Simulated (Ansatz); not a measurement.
Input and command of a calculation in Ansatz (plane waves; scalar-relativistic PAW potentials unless the input names others):

```yaml
crystal:
  lattice:
    - [2.5064381059, 0.0, 0.0]
    - [-1.2532190529, 2.1706390727, 0.0]
    - [0.0, 0.0, 26.6168468515]
  atoms:
    - { symbol: B, position: [0.3333333333, 0.6666666667, 0.3193466171] }
    - { symbol: "N", position: [0.6666666667, 0.3333333333, 0.3193466171] }
    - { symbol: B, position: [0.6218694405, 0.280909337, 0.4447563778] }
    - { symbol: "N", position: [0.2885667505, 0.6142434442, 0.4446599069] }
    - { symbol: B, position: [0.204675035, 0.5721368397, 0.568865646] }
    - { symbol: "N", position: [0.5382881862, 0.2390852536, 0.5682564059] }
    - { symbol: "N", position: [1.1877884094, 0.5986389586, 0.685681038], spin: 2.0 }
    - { symbol: H, position: [1.188892949, 0.6016442824, 0.7250959661] }
basis:
  ecutwfc: "200 eV"
kpoints:
  mp_grid: { grid: [18, 18, 1] }
hamiltonian:
  xc: pbe
  dispersion: d3bj
scf:
  occupations: { method: gaussian, width: 0.05 }
output:
  forces: true
  eigenvalues: true
magnetization:
  spin_polarized: true
efield:
  axis: 3
  dipole_correction: true
  ramp_width: 0.04
```

```bash
ansatz run input.yaml --threads 2 --pin off --max-ram 5120MiB --backend cpu --events-out ev --progress --plain --runs-dir out
```

Abridged log:
```
Warning: basis.ecutwfc = 200 eV is below the records' recommended 420 eV, and the density's cutoff is lower with it unless basis.ecutrho_ratio is high enough to keep the records' density cutoff: compare with a run at a higher cutoff
Basis set: ecut = 200 eV, 895 PW (Γ), exchange–correlation on 24×24×250 points (8 copies of the dense FFT grid, shifted against one another)
Bands: 24, of which v1, the nominal top of the filled ones, is band 15 counted from 1 (14 counted from 0)
Symmetry: 1 space group operations
k-points: 164 of 324 (time reversal used)
SCF iter   1: F=—  HF=-2010.819880 eV  |F-HF|=—  |Δ(HF+E_count)|=         —  Δρ=5.49e-2 (↑5.49e-2 ↓5.36e-2) dr2=1.01e1  dr2_m=9.43e-1  M=0.660 μB ∫|m|=0.787 μB  β_m=0.30  ethr=3.10e-3  p=0.000 e·Å  D=5.78e-5 V/Å  ΔV_dip= 0.00 eV  dr2_dipole=7.52e-2  V_vac-E_F(+/−)=6.96/6.97 eV  ⟨swp⟩=6.6  Hψ=43064  notcnv=0  defer=31
efield: sawtooth ramp at fractional position 0.0022 (placed from the atoms, in the widest stretch of the axis that holds none; the zero of the levels goes with the place), width 0.0400; the density the first Hamiltonian is built on has a dipole p = 0.000 e·Å; the dipole correction subtracts the counter field D = 5.78e-5 V/Å, which shifts the + side's vacuum level by  0.00 eV against the − side's; the planar-averaged density in the ramp window peaks in size at 3.4e-5 e/Å³
SCF iter   2: F=—  HF=-2008.767101 eV  |F-HF|=—  |Δ(HF+E_count)|=    2.05e0  Δρ=3.62e-2 (↑3.43e-2 ↓3.62e-2) dr2=4.07e0  dr2_m=5.24e-1  M=0.615 μB ∫|m|=0.727 μB  β_m=0.30  ethr=3.10e-3  p=0.104 e·Å  D=1.30e-1 V/Å  ΔV_dip=-3.46 eV  dr2_dipole=9.61e-1  V_vac-E_F(+/−)=4.75/8.22 eV  ⟨swp⟩=2.7  Hψ=17594  notcnv=0  defer=1221  κ⁻¹=1.0e0(r=1)
spin=Collinear: LDOS preconditioning applied to the charge; magnetization (m = ρ↑ − ρ↓) channel mixes plain (no charge-response kernel on spin).
SCF iter   3: F=—  HF=-2008.602806 eV  |F-HF|=—  |Δ(HF+E_count)|=   1.64e-1  Δρ=2.94e-2 (↑2.94e-2 ↓2.71e-2) dr2=1.65e0  dr2_m=4.12e-1  M=0.446 μB ∫|m|=0.538 μB  β_m=0.30  ethr=3.10e-3  p=0.074 e·Å  D=9.30e-2 V/Å  ΔV_dip=-2.47 eV  dr2_dipole=1.08e-2  V_vac-E_F(+/−)=4.81/7.29 eV  ⟨swp⟩=1.8  Hψ=11315  notcnv=0  defer=1184  κ⁻¹=1.5e-1(r=2)
SCF iter   4: F=—  HF=-2008.934270 eV  |F-HF|=—  |Δ(HF+E_count)|=   3.31e-1  Δρ=2.65e-2 (↑1.93e-2 ↓2.65e-2) dr2=3.40e1  dr2_m=7.70e-2  M=0.671 μB ∫|m|=0.760 μB  β_m=0.30  ethr=3.10e-3  p=0.126 e·Å  D=1.58e-1 V/Å  ΔV_dip=-4.20 eV  dr2_dipole=1.77e1  V_vac-E_F(+/−)=2.56/6.76 eV  ⟨swp⟩=3.6  Hψ=16714  notcnv=0  defer=1167  κ⁻¹=3.1e-3(r=3)
SCF iter   5: F=—  HF=-2008.334416 eV  |F-HF|=—  |Δ(HF+E_count)|=   6.00e-1  Δρ=1.25e-2 (↑1.25e-2 ↓1.07e-2) dr2=1.41e-1  dr2_m=1.66e-1  M=0.367 μB ∫|m|=0.434 μB  β_m=0.30  ethr=3.10e-3  p=0.056 e·Å  D=6.99e-2 V/Å  ΔV_dip=-1.86 eV  dr2_dipole=2.31e-2  V_vac-E_F(+/−)=3.73/5.59 eV  ⟨swp⟩=2.5  Hψ=11996  notcnv=0  defer=1105  κ⁻¹=7.7e-5(r=4)
SCF iter   6: F=—  HF=-2008.382358 eV  |F-HF|=—  |Δ(HF+E_count)|=   4.79e-2  Δρ=1.08e-2 (↑1.08e-2 ↓8.82e-3) dr2=1.19e-1  dr2_m=1.18e-1  M=0.304 μB ∫|m|=0.362 μB  β_m=0.30  ethr=4.71e-4  p=0.050 e·Å  D=6.28e-2 V/Å  ΔV_dip=-1.67 eV  dr2_dipole=2.72e-2  V_vac-E_F(+/−)=3.77/5.45 eV  ⟨swp⟩=1.8  Hψ=11074  notcnv=0  defer=1078  κ⁻¹=1.9e-5(r=5)
SCF iter   7: F=—  HF=-2008.421786 eV  |F-HF|=—  |Δ(HF+E_count)|=   3.94e-2  Δρ=9.32e-3 (↑9.32e-3 ↓7.50e-3) dr2=8.28e-2  dr2_m=8.91e-2  M=0.240 μB ∫|m|=0.288 μB  β_m=0.30  ethr=3.98e-4  p=0.036 e·Å  D=4.49e-2 V/Å  ΔV_dip=-1.19 eV  dr2_dipole=3.33e-2  V_vac-E_F(+/−)=3.75/4.95 eV  ⟨swp⟩=2.6  Hψ=8975  notcnv=0  defer=1091  κ⁻¹=5.3e-6(r=6)
SCF iter   8: F=—  HF=-2008.460919 eV  |F-HF|=—  |Δ(HF+E_count)|=   3.91e-2  Δρ=7.26e-3 (↑5.50e-3 ↓7.26e-3) dr2=1.35e-1  dr2_m=4.86e-2  M=0.233 μB ∫|m|=0.275 μB  β_m=0.30  ethr=2.76e-4  p=0.034 e·Å  D=4.30e-2 V/Å  ΔV_dip=-1.14 eV  dr2_dipole=1.28e-3  V_vac-E_F(+/−)=3.54/4.69 eV  ⟨swp⟩=2.3  Hψ=11866  notcnv=0  defer=1168  κ⁻¹=1.3e-6(r=7)
   ...
SCF iter  17: F=—  HF=-2008.507139 eV  |F-HF|=—  |Δ(HF+E_count)|=   1.03e-6  Δρ=2.56e-5 (↑2.56e-5 ↓2.36e-5) dr2=3.40e-6  dr2_m=6.25e-7  M=0.001 μB ∫|m|=0.002 μB  β_m=0.58  ethr=6.01e-8  p=0.063 e·Å  D=7.92e-2 V/Å  ΔV_dip=-2.11 eV  dr2_dipole=1.35e-6  V_vac-E_F(+/−)=3.63/5.74 eV  ⟨swp⟩=2.0  Hψ=9911  notcnv=0  defer=1088
SCF iter  18: F=—  HF=-2008.507142 eV  |F-HF|=—  |Δ(HF+E_count)|=   3.25e-6  Δρ=9.72e-6 (↑8.49e-6 ↓9.72e-6) dr2=2.38e-7  dr2_m=9.80e-8  M=0.001 μB ∫|m|=0.001 μB  β_m=0.60  ethr=1.13e-8  p=0.064 e·Å  D=7.94e-2 V/Å  ΔV_dip=-2.11 eV  dr2_dipole=1.73e-8  V_vac-E_F(+/−)=3.63/5.74 eV  ⟨swp⟩=2.0  Hψ=10563  notcnv=0  defer=1088
SCF iter  19: F=—  HF=-2008.507143 eV  |F-HF|=—  |Δ(HF+E_count)|=   6.30e-7  Δρ=7.65e-6 (↑7.65e-6 ↓7.55e-6) dr2=2.19e-8  dr2_m=7.54e-8  M=0.001 μB ∫|m|=0.001 μB  β_m=0.80  ethr=3.33e-10  p=0.064 e·Å  D=7.94e-2 V/Å  ΔV_dip=-2.11 eV  dr2_dipole=5.81e-9  V_vac-E_F(+/−)=3.63/5.74 eV  ⟨swp⟩=14.1  Hψ=50514  notcnv=0
SCF iter  20: F=—  HF=-2008.507143 eV  |F-HF|=—  |Δ(HF+E_count)|=   1.47e-7  Δρ=4.91e-6 (↑4.91e-6 ↓4.79e-6) dr2=1.38e-8  dr2_m=3.04e-8  M=0.001 μB ∫|m|=0.001 μB  β_m=0.90  ethr=7.29e-11  p=0.064 e·Å  D=7.94e-2 V/Å  ΔV_dip=-2.11 eV  dr2_dipole=2.10e-9  V_vac-E_F(+/−)=3.63/5.74 eV  ⟨swp⟩=6.0  Hψ=29882  notcnv=0
SCF iter  21: F=—  HF=-2008.507143 eV  |F-HF|=—  |Δ(HF+E_count)|=   7.61e-8  Δρ=2.92e-6 (↑2.92e-6 ↓2.87e-6) dr2=5.47e-9  dr2_m=1.06e-8  M=0.000 μB ∫|m|=0.001 μB  β_m=0.95  ethr=4.61e-11  p=0.064 e·Å  D=7.94e-2 V/Å  ΔV_dip=-2.11 eV  dr2_dipole=1.10e-10  V_vac-E_F(+/−)=3.63/5.74 eV  ⟨swp⟩=5.6  Hψ=27704  notcnv=0
SCF iter  22: F=—  HF=-2008.507143 eV  |F-HF|=—  |Δ(HF+E_count)|=   3.97e-8  Δρ=1.01e-6 (↑9.05e-7 ↓1.01e-6) dr2=8.37e-9  dr2_m=3.64e-10  M=0.000 μB ∫|m|=0.000 μB  β_m=0.78  ethr=1.82e-11  p=0.064 e·Å  D=7.94e-2 V/Å  ΔV_dip=-2.11 eV  dr2_dipole=4.60e-10  V_vac-E_F(+/−)=3.63/5.74 eV  ⟨swp⟩=5.3  Hψ=27022  notcnv=0
SCF iter  23: F=—  HF=-2008.507143 eV  |F-HF|=—  |Δ(HF+E_count)|=  4.10e-10  Δρ=2.01e-7 (↑1.77e-7 ↓2.01e-7) dr2=1.11e-10  dr2_m=4.02e-11  M=0.000 μB ∫|m|=0.000 μB  β_m=0.80  ethr=1.82e-11  p=0.064 e·Å  D=7.94e-2 V/Å  ΔV_dip=-2.11 eV  dr2_dipole=4.51e-11  V_vac-E_F(+/−)=3.63/5.74 eV  ⟨swp⟩=3.9  Hψ=23760  notcnv=0
SCF iter  24: F=-2008.507143 eV  HF=-2008.507143 eV  |F-HF|=5.62e-11  |Δ(HF+E_count)|=   1.53e-9  Δρ=7.74e-8 (↑6.54e-8 ↓7.74e-8) dr2=1.46e-11  dr2_m=4.06e-12  M=0.000 μB ∫|m|=0.000 μB  ethr=1.00e-12  p=0.064 e·Å  D=7.94e-2 V/Å  ΔV_dip=-2.11 eV  dr2_dipole=2.27e-12  V_vac-E_F(+/−)=3.63/5.74 eV  ⟨swp⟩=3.4  Hψ=20019  notcnv=0
WARN: efield: at this solve's end the planar-averaged density reaches 1.10e-4 e/Å³ inside the ramp window [0.9647, 0.0798] (bound 1e-5 e/Å³), and -6.47e-5 e/Å³ on another of its planes; by the running means of the window's planes the mean density over a ramp is at most 4.76e-5 e/Å³, which is held to the bound (the quickstart, § The vacuum guard, A window that rings); the window's nearer edge stands 6.38 Å from this solve's nearest atom along the axis. Its work functions, free energy, forces, stress, dipole, levels and responses can be off, and this figure does not tell by how much. A short vac ...
SCF 1 converged in 24 iterations: F = -2008.507143 eV  dr2 = 1.46e-11
WARN: the starting moments were not kept: the SCF closed with an absolute magnetisation of 2.0e-6 μB, where they sum to 2 μB in size (1 site). That is at most 0.1 of that sum. Measured as dr2_m measures the in/out step, that magnetisation stands 1.1e-12 eV from none, at or under the dr2_threshold of 1.0e-7 eV: it is no larger than a step whose dr2_m would equal this threshold. The system may hold no moment; this SCF shows only that its start led to no more than that. To try another start: raise the starting moments (crystal.atoms[].spin, magnetization.per_species, magnetization.initial_magneti ...
SCF converged after 24 iterations
Magnetization: 0.0000 μB (15.0000 up, 15.0000 down)
Absolute magnetization: 0.0000 μB (∫|ρ↑−ρ↓|, with the PAW one-centre terms)
Spin contamination: 0.0000 ħ² per cell (⟨S²⟩ above its minimum at these occupations)
Per-site moments (μB) at R_I (Å): [(2.21050330e-9, 0.59692574), (-5.26021756e-9, 0.59692574), (0.0, 0.59689994), (1.65089620e-8, 0.59689994), (5.84165488e-9, 0.59671271), (2.52199268e-7, 0.59671271), (2.14061525e-7, 0.43276276), (-1.20595154e-7, 0.43276276)]
Free energy (F): -2008.507143 eV
Harris-Foulkes:  -2008.507143 eV  (|F-HF|=5.62e-11)
Internal energy: -2008.506185 eV  (E = F + TS)
E sigma→0 (E₀):  -2008.506664 eV
Entropy (-TS):   -0.000958 eV (-0.120 meV/atom)
Fermi energy:    -0.271034 eV
Dipole field:    D = 0.079401 V/Å  (p = 0.063543 e·Å, saw-weighted, corrected)
Work function:   Φ+ = 3.6294 eV   Φ− = 5.7448 eV
Levels:          The Fermi level and band energies are counted from a zero that moves with the ramp; work functions are not
Vacuum region:   at the solve's end the planar-averaged density reaches 1.10e-4 e/Å³ inside the ramp window [0.9647, 0.0798] (bound 1e-5 e/Å³), and -6.47e-5 e/Å³ on another of its planes; by the running means of the window's planes the mean density over a ramp is at most 4.76e-5 e/Å³, which is held to the bound (the quickstart, § The vacuum guard, A window that rings)
  E_disp       = -0.876214  (pairwise vdW)
--- Forces (eV/Å), atoms counted from 1 ---
  atom   1  B      0.00094535     0.00101658     0.02433620
  atom   2  N     -0.00371663    -0.00552815    -0.08279354
  atom   3  B     -0.00041788    -0.00241323    -0.00458324
  atom   4  N      0.00338612     0.00669257     0.00297525
  atom   5  B      0.00166226     0.01424615    -0.01400987
  atom   6  N      0.00117831    -0.01581398     0.05611251
  atom   7  N     -0.00632761     0.01677386     0.27986730
  atom   8  H      0.00327313    -0.01489933    -0.26224018
```

Apart from outputs, empty bands and the relaxation, which only the reference makes, the input differs from a reference run on usual settings in kpoints.mp_grid.grid: [12, 12, 1] → [18, 18, 1]; basis.ecutwfc: 420 → "200 eV". The reference, at the same geometry, ended its own course with largest force 0.028 eV/Å, no gap on the mesh. This run converged in 24 SCF iterations with an energy at zero smearing 2.0 eV/atom above the reference's, largest force 0.280 eV/Å, no gap on the mesh. Its cutoff is looser than usual, and the result moved.

It took 23 s on 2 threads of Intel(R) Xeon(R) 6975P-C (Granite Rapids), on a shared host, peak memory 0.62 GiB.